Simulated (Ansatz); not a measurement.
Runs of Ansatz 0.2.0 on Gd. Symmetry: Im-3m, No. 229, cubic system. Conventional cell: a = 4.050 Å, b = 4.050 Å, c = 4.050 Å, α = 90.00°, β = 90.00°, γ = 90.00°. Gd (site symmetry m-3m) is surrounded by 8 Gd at 3.51 Å. This isn't the form of Gd at room conditions, which is hcp.

| task | level | spin | U | gap on the mesh (eV) | pressure (GPa) | moment (μB) |
| --- | --- | --- | --- | --- | --- | --- |
| band structure | LDA | collinear, ferromagnetic start | - | - | -4.2 | 7.53 |
| single point | PBEsol | off | - | none | (c) | - |
| density of states | PBEsol+U | collinear, ferromagnetic start | Gd f U = 8 eV | none | (b) | 7.81 |
| density of states | PBEsol+U | collinear, ferromagnetic start | Gd f U = 4 eV | none | (a) | 7.79 |
| band structure | PBEsol | collinear, ferromagnetic start | - | - | -2.3 | 7.60 |

Alike in all rows: potentials or basis all-electron LAPW, scalar-relativistic; cell as given; k mesh 9 × 9 × 9; cutoff (eV) 163; smearing fermi-dirac 0.05 eV; basis error allowed 0.001 eV/atom.

Problem. Fill in the values left out.

Solution. (a) -2.1; (b) -1.8; (c) -4.6.

Caveats: an open f shell can end in a state above the lowest; spin-orbit coupling is left out, which moves the levels of the heavy elements (some runs); the magnetic state may not be the lowest (some runs); U is the effective U less J, on atomic orbitals that reach past the spheres (some runs).

A k mesh can miss the band edges, and the runs leave out spin-orbit coupling on Gd.

A gap of «none» marks a metal or a gap under the smearing width.

Not every run made on this cell is shown here.
